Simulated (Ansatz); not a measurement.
# Rh: a strain scan, part 1 of 2

Aim: for Rh, strain the cell along the Voigt pattern (1, 0, 0, 0, 0, 0).

Computed with Ansatz 0.2.0 (DFT LDA, scalar-relativistic, plane waves, PAW, unless a step's input says otherwise).

### Step 1. The system as given

It takes space group P6_3/mmc (No. 194, hexagonal). The conventional cell has a = 2.731 Å, b = 2.731 Å, c = 4.428 Å, α = 90.00°, β = 90.00°, γ = 120.00°. Rh (site symmetry -6m2) has 12 Rh at 2.72 to 2.73 Å as nearest neighbours.

Structure file:

```xyz
2
Lattice="2.7310 0.0000 0.0000 -1.3655 2.3651 0.0000 0.0000 0.0000 4.4285" Properties=species:S:1:pos:R:3 pbc="T T T"
Rh    1.3655    0.7884    3.3214
Rh    0.0000    1.5767    1.1071
```

The structure comes from the Materials Project (structure only).

### Step 2. Quick check of gap, pressure and forces

File input.yaml:

```yaml
crystal:
  lattice:
    - [2.7309790422, 0.0, 0.0]
    - [-1.3654895211, 2.3650972278, 0.0]
    - [0.0, 0.0, 4.428489]
  atoms:
    - { symbol: Rh, position: [0.66666667, 0.33333333, 0.75] }
    - { symbol: Rh, position: [0.33333333, 0.66666667, 0.25] }
basis:
  ecutwfc: 420
kpoints:
  mp_grid: { grid: [6, 6, 4] }
hamiltonian:
  xc: lda
scf:
  occupations: { method: gaussian, width: 0.1 }
output:
  forces: true
  stress: true
  eigenvalues: true
```

The run is started by

```console
ansatz run input.yaml --threads 1 --pin off --max-ram 2560MiB --backend cpu --events-out ev --progress --plain --runs-dir out
```

Standard output, shortened:

```text
Warning: RAYON_NUM_THREADS=1 ignored (pool sized by the plan → 1); use --threads N
[...]
Pseudopotentials: kind: paw
Pseudopotential: Rh, paw, valence charge 17, recommended cutoff 420 eV (normal), Rh.paw.azcp
Functional definition: SPW92
[...]
Crystal: 2 atoms, lattice volume = 28.604 Å³
Basis set: ecut = 420 eV, 573 PW (Γ)
Bands: 21, of which v1, the nominal top of the filled ones, is band 17 counted from 1 (16 counted from 0)
Symmetry: 24 space group operations
Space group: P63/mmc (ITA 194), of the structure as read, at distance tolerance 3.1e-5 Å
k-points: 21 of 144
[...]
SCF iter   1: F=—  HF=-12557.069157 eV  |F-HF|=—  |Δ(HF+E_count)|=         —  Δρ=1.92e-2  dr2=4.15e-2  ethr=1.77e-3  ⟨swp⟩=4.6  Hψ=1694  notcnv=0
[...]
SCF iter   6: F=-12557.058127 eV  HF=-12557.058127 eV  |F-HF|=2.95e-9  |Δ(HF+E_count)|=  4.84e-10  Δρ=7.47e-6  dr2=5.41e-9  ethr=1.19e-10  ⟨swp⟩=3.0  Hψ=1706  notcnv=0
[...]
SCF converged after 6 iterations
Free energy (F): -12557.058127 eV
[...]
E sigma→0 (E₀):  -12557.051589 eV
Entropy (-TS):   -0.013076 eV (-6.538 meV/atom)
Fermi energy:    20.935195 eV
[...]
--- Forces (eV/Å), atoms counted from 1 ---
  atom   1  Rh    -0.00000000     0.00000000    -0.00000000
  atom   2  Rh    -0.00000000    -0.00000000     0.00000000
[...]
--- Stress (GPa, compression-positive) ---
      -17.472428      -0.000000      -0.000000
        0.000000     -17.472428      -0.000000
       -0.000000      -0.000000     -23.039620
  P = ⅓ Tr σ = -19.3282 GPa (-193.282 kbar)
--- Band table (eV; the first three rows and the last of 21) ---
  k-point 0: bands = ["-57.6459", "-57.5471", "-25.9124", "-25.2975", "-25.2975", "-25.2551", "-25.2036", "-25.2036", "13.1855", "15.1189", "18.0701", "18.1883", "18.1883", "18.6789", "18.6789", "19.2296", "19.2296", "21.1596", "21.1596", "21.7204", "29.1534"]
[...]
```

Wall time 1.8 s (1 thread of AMD EPYC (Zen 3), shared host); peak memory 0.28 GiB.

The cell is taken as given, not relaxed at this level.

### Step 3. Zero of the scan

File input.yaml:

```yaml
crystal:
  lattice:
    - [2.7309790422, 0.0, 0.0]
    - [-1.3654895211, 2.3650972278, 0.0]
    - [0.0, 0.0, 4.428489]
  atoms:
    - { symbol: Rh, position: [0.6666666667, 0.3333333333, 0.75] }
    - { symbol: Rh, position: [0.3333333333, 0.6666666667, 0.25] }
basis:
  ecutwfc: 420
kpoints:
  mp_grid: { grid: [18, 18, 12] }
hamiltonian:
  xc: lda
scf:
  occupations: { method: methfessel_paxton, width: 0.02 }
output:
  forces: true
  stress: true
  eigenvalues: true
```

The run is started by

```console
ansatz run input.yaml --threads 1 --pin off --max-ram 2560MiB --backend cpu --events-out ev --progress --plain --runs-dir out
```

Standard output, shortened:

```text
Warning: RAYON_NUM_THREADS=1 ignored (pool sized by the plan → 1); use --threads N
[...]
[... 3 set-up lines as earlier in the session ...]
[...]
Crystal: 2 atoms, lattice volume = 28.604 Å³
Basis set: ecut = 420 eV, 573 PW (Γ)
Bands: 21, of which v1, the nominal top of the filled ones, is band 17 counted from 1 (16 counted from 0)
[... 2 set-up lines as earlier in the session ...]
k-points: 259 of 3888
[...]
SCF iter   1: F=—  HF=-12557.085655 eV  |F-HF|=—  |Δ(HF+E_count)|=         —  Δρ=1.42e-2  dr2=3.19e-2  ethr=1.77e-3  ⟨swp⟩=5.0  Hψ=21985  notcnv=0
[...]
SCF iter   5: F=-12557.078053 eV  HF=-12557.078053 eV  |F-HF|=8.93e-9  |Δ(HF+E_count)|=   5.28e-8  S|Δr|=    0.00e0  Δρ=1.82e-5  dr2=2.46e-8  ethr=2.94e-10  ⟨swp⟩=4.2  Hψ=24338  notcnv=0
[...]
SCF converged after 5 iterations
Stability not checked: this state was not tested for a lower state beside it, because cold or Methfessel-Paxton smearing, or corrected tetrahedra, fill the levels in a way that the test cannot read (fill_not_monotonic; see scf.lower_state_search)
Free energy (F): -12557.078053 eV
[...]
E sigma→0 (E₀):  -12557.078057 eV
Entropy (-TS):   0.000015 eV (0.007 meV/atom)
Fermi energy:    21.047902 eV
[...]
--- Forces (eV/Å), atoms counted from 1 ---
  atom   1  Rh     0.00000000     0.00000000    -0.00000000
  atom   2  Rh    -0.00000000    -0.00000000     0.00000000
[...]
--- Stress (GPa, compression-positive) ---
      -18.792196       0.000000      -0.000000
        0.000000     -18.792196      -0.000000
       -0.000000      -0.000000     -21.258172
  P = ⅓ Tr σ = -19.6142 GPa (-196.142 kbar)
--- Band table (eV; the first three rows and the last of 259) ---
[... band rows left out ...]
[...]
```

Run time: 12 s. Hardware: 1 thread of AMD EPYC (Zen 3), shared host; peak memory 0.4 GiB.

The reference gives a free energy of -12557.0781 eV, pressure -19.61 GPa, largest force 0.000 eV/Å and gap on the mesh none (metal).

### Step 4. The scan: a strain scan

The cell is strained by ε times the Voigt pattern (1, 0, 0, 0, 0, 0) (xx, yy, zz, yz, xz, xy; engineering shear), with fractional coordinates fixed (clamped ions). The stress on the pattern is the sum of the stress components weighted by it, tension positive.

### Step 5. At ε = -0.1000

Edit input.yaml of step 3 so:

```diff
@@ -2,4 +2,4 @@
   lattice:
-    - [2.7309790422, 0.0, 0.0]
-    - [-1.3654895211, 2.3650972278, 0.0]
+    - [2.457881138, 0.0, 0.0]
+    - [-1.228940569, 2.3650972278, 0.0]
     - [0.0, 0.0, 4.428489]
```

The run is started by

```console
ansatz run input.yaml --threads 1 --pin off --max-ram 2560MiB --backend cpu --events-out ev --progress --plain --runs-dir out
```

Standard output, shortened:

```text
Warning: RAYON_NUM_THREADS=1 ignored (pool sized by the plan → 1); use --threads N
[...]
[... 3 set-up lines as earlier in the session ...]
[...]
Crystal: 2 atoms, lattice volume = 25.743 Å³
Basis set: ecut = 420 eV, 505 PW (Γ)
Bands: 21, of which v1, the nominal top of the filled ones, is band 17 counted from 1 (16 counted from 0)
Symmetry: 8 space group operations
Space group: Cmcm (ITA 63), of the structure as read, at distance tolerance 3.0e-5 Å
k-points: 637 of 3888
[...]
SCF iter   1: F=—  HF=-12556.923550 eV  |F-HF|=—  |Δ(HF+E_count)|=         —  Δρ=1.39e-2  dr2=2.23e-2  ethr=1.77e-3  ⟨swp⟩=5.1  Hψ=54498  notcnv=0
[...]
SCF iter   5: F=-12556.918271 eV  HF=-12556.918271 eV  |F-HF|=1.29e-8  |Δ(HF+E_count)|=   8.19e-8  S|Δr|=    0.00e0  Δρ=2.07e-5  dr2=2.84e-8  ethr=2.94e-10  ⟨swp⟩=4.2  Hψ=61396  notcnv=0
[...]
SCF converged after 5 iterations
Stability not checked: this state was not tested for a lower state beside it, because cold or Methfessel-Paxton smearing, or corrected tetrahedra, fill the levels in a way that the test cannot read (fill_not_monotonic; see scf.lower_state_search)
Free energy (F): -12556.918271 eV
[...]
E sigma→0 (E₀):  -12556.918274 eV
Entropy (-TS):   0.000013 eV (0.006 meV/atom)
Fermi energy:    24.085054 eV
[...]
--- Forces (eV/Å), atoms counted from 1 ---
  atom   1  Rh     0.00000000    -0.28824655     0.00000000
  atom   2  Rh     0.00000000     0.28824655     0.00000000
[...]
--- Stress (GPa, compression-positive) ---
       47.965986       0.000000       0.000000
        0.000000      -2.964495       0.000000
        0.000000       0.000000      -1.263119
  P = ⅓ Tr σ = 14.5795 GPa (145.795 kbar)
--- Band table (eV; the first three rows and the last of 637) ---
[... band rows left out ...]
[...]
```

Wall time 28 s (1 thread of AMD EPYC (Zen 3), shared host); peak memory 0.54 GiB.

### Step 6. At ε = 0.0750

Edit input.yaml of step 5 so:

```diff
@@ -2,4 +2,4 @@
   lattice:
-    - [2.457881138, 0.0, 0.0]
-    - [-1.228940569, 2.3650972278, 0.0]
+    - [2.9358024704, 0.0, 0.0]
+    - [-1.4679012352, 2.3650972278, 0.0]
     - [0.0, 0.0, 4.428489]
```

The run is started by

```console
ansatz run input.yaml --threads 1 --pin off --max-ram 2560MiB --backend cpu --events-out ev --progress --plain --runs-dir out
```

Standard output, shortened:

```text
Warning: RAYON_NUM_THREADS=1 ignored (pool sized by the plan → 1); use --threads N
[...]
[... 3 set-up lines as earlier in the session ...]
[...]
Crystal: 2 atoms, lattice volume = 30.749 Å³
Basis set: ecut = 420 eV, 605 PW (Γ)
Bands: 21, of which v1, the nominal top of the filled ones, is band 17 counted from 1 (16 counted from 0)
[... 1 set-up line as earlier in the session ...]
Space group: Cmcm (ITA 63), of the structure as read, at distance tolerance 3.1e-5 Å
k-points: 637 of 3888
[...]
SCF iter   1: F=—  HF=-12556.693481 eV  |F-HF|=—  |Δ(HF+E_count)|=         —  Δρ=1.39e-2  dr2=3.77e-2  ethr=1.77e-3  ⟨swp⟩=5.0  Hψ=53835  notcnv=0
[...]
SCF iter   5: F=-12556.684490 eV  HF=-12556.684490 eV  |F-HF|=2.02e-8  |Δ(HF+E_count)|=   1.66e-7  S|Δr|=    0.00e0  Δρ=2.33e-5  dr2=7.12e-8  ethr=2.94e-10  ⟨swp⟩=4.1  Hψ=59834  notcnv=0
[...]
SCF converged after 5 iterations
Stability not checked: this state was not tested for a lower state beside it, because cold or Methfessel-Paxton smearing, or corrected tetrahedra, fill the levels in a way that the test cannot read (fill_not_monotonic; see scf.lower_state_search)
Free energy (F): -12556.684490 eV
[...]
E sigma→0 (E₀):  -12556.684497 eV
Entropy (-TS):   0.000030 eV (0.015 meV/atom)
Fermi energy:    19.118672 eV
[...]
--- Forces (eV/Å), atoms counted from 1 ---
  atom   1  Rh    -0.00000000     0.11233821     0.00000000
  atom   2  Rh     0.00000000    -0.11233821    -0.00000000
[...]
--- Stress (GPa, compression-positive) ---
      -36.922074       0.000000      -0.000000
        0.000000     -26.608765      -0.000000
       -0.000000      -0.000000     -29.023120
  P = ⅓ Tr σ = -30.8513 GPa (-308.513 kbar)
--- Band table (eV; the first three rows and the last of 637) ---
[... band rows left out ...]
[...]
```

Wall time 35 s (1 thread of AMD EPYC (Zen 3), shared host); peak memory 0.57 GiB.

### Step 7. At ε = -0.0500

Edit input.yaml of step 6 so:

```diff
@@ -2,4 +2,4 @@
   lattice:
-    - [2.9358024704, 0.0, 0.0]
-    - [-1.4679012352, 2.3650972278, 0.0]
+    - [2.5944300901, 0.0, 0.0]
+    - [-1.2972150451, 2.3650972278, 0.0]
     - [0.0, 0.0, 4.428489]
```

The run is started by

```console
ansatz run input.yaml --threads 1 --pin off --max-ram 2560MiB --backend cpu --events-out ev --progress --plain --runs-dir out
```

Standard output, shortened:

```text
[...]
SCF converged after 5 iterations
Stability not checked: this state was not tested for a lower state beside it, because cold or Methfessel-Paxton smearing, or corrected tetrahedra, fill the levels in a way that the test cannot read (fill_not_monotonic; see scf.lower_state_search)
Free energy (F): -12557.145468 eV
[...]
E sigma→0 (E₀):  -12557.145459 eV
Entropy (-TS):   -0.000034 eV (-0.017 meV/atom)
Fermi energy:    22.499706 eV
[...]
--- Forces (eV/Å), atoms counted from 1 ---
  atom   1  Rh     0.00000000    -0.10498367     0.00000000
  atom   2  Rh    -0.00000000     0.10498367    -0.00000000
[...]
--- Stress (GPa, compression-positive) ---
        6.051799       0.000000      -0.000000
        0.000000     -12.234221      -0.000000
       -0.000000      -0.000000     -12.683744
  P = ⅓ Tr σ = -6.2887 GPa (-62.887 kbar)
--- Band table (eV; the first three rows and the last of 637) ---
  k-point 0: bands = ["-56.3358", "-56.2250", "-24.5960", "-23.9483", "-23.9199", "-23.8592", "-23.8530", "-23.8240", "14.2684", "16.1340", "18.9514", "19.0580", "19.4948", "19.8452", "20.2899", "20.6381", "20.8567", "22.5698", "22.7651", "22.8794", "30.7442"]
[...]
```

Wall time 31 s (1 thread of AMD EPYC (Zen 3), shared host); peak memory 0.55 GiB.

(Continued in part 2 of 2.)
